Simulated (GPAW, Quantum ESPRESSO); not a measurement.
The Cl K edge of atom 1 in NaCl (Fm-3m), with 6 Na at 2.81 Å (octahedral, site symmetry m-3m), was computed in 2 ways: full core hole (charged cell) and no core hole. Program and functional: Quantum ESPRESSO XSpectra, PBE, Lorentzian half width 0.32 eV up to 4 eV, rising linearly to 2.5 eV at 25 eV; cells of 2 and 12 atoms (the run without a hole in the smaller).

Each run is counted from its own lowest empty level or Fermi level and scaled to a mean of 1 over its first 20 eV. (XSpectra's own axis starts at xe0, in the gap; it has been shifted.)

```tsv
E (eV)	run 1	run 2
-2.00	0.03	0.03
-1.25	0.05	0.04
-0.50	0.06	0.06
0.25	0.11	0.10
1.00	0.22	0.20
1.75	0.47	0.48
2.50	1.28	0.80
3.25	1.60	1.05
4.00	2.05	1.45
4.75	1.81	2.02
5.50	1.09	1.63
6.25	0.78	1.07
7.00	0.73	0.89
7.75	0.75	0.83
8.50	0.81	0.85
9.25	0.85	0.88
10.00	0.88	0.86
10.75	0.96	0.88
11.50	1.08	0.99
12.25	1.21	1.13
13.00	1.30	1.24
13.75	1.28	1.28
14.50	1.19	1.27
15.25	1.07	1.22
16.00	0.98	1.11
16.75	0.92	1.02
17.50	0.88	0.95
18.25	0.85	0.91
19.00	0.84	0.88
19.75	0.84	0.86
20.50	0.86	0.84
21.25	0.89	0.85
22.00	0.92	0.86
22.75	0.94	0.87
23.50	0.97	0.89
24.25	0.99	0.91
25.00	1.01	0.92
25.75	1.02	0.94
26.50	1.04	0.95
27.25	1.06	0.97
28.00	1.07	0.99
28.75	1.07	1.00
29.50	1.06	0.99
30.25	1.06	0.99
31.00	1.05	0.98
31.75	1.04	0.98
```

The database entry behind the starting cell differs from later determinations by our own check (an axis about 0.4 % short against later determinations), so it need not match the best structure at ambient conditions.

**Question.** Which run is which?

Run 1: full core hole (charged cell) (area from −2 to 6 eV 6.7, main maxima 4.3 eV (2.15) and 13.2 eV (1.30)). Run 2: no core hole (area from −2 to 6 eV 6.0, main maxima 4.9 eV (2.03) and 14.0 eV (1.28)). With each curve scaled to its own mean, the area from −2 to 6 eV with the hole is 6.7 against 6.0, and the centre of weight from −1 to 20 eV moves by -0.4 eV (first and strongest maxima below 20 eV: 4.9 eV (2.03) and 14.0 eV (1.28) without the hole, 4.3 eV (2.15) and 13.2 eV (1.30) with it); the shape changes all the same, by 21 % r.m.s.

[Banner, clock and machine lines of the logs are left out without a mark of their own.]

[Logs are printed without paths, hosts, clocks, repeated set-up lines and the standing remarks that a program may print on its own settings, such as how far it seeks lower states.]

[Hosts, paths, dates, database ids (printed as entryN), source tags and the programs' standing remarks are cut or masked in the printed files.]

[Lists of maxima count a maximum above −3 eV only where it reaches 4 % of the highest in the window and stands out from its surroundings by 2 % of it (1.5 % where it reaches 55 %); shoulders and weaker maxima are passed over, and of the rest the first, up to two pre-edge ones and the few strongest are named.]
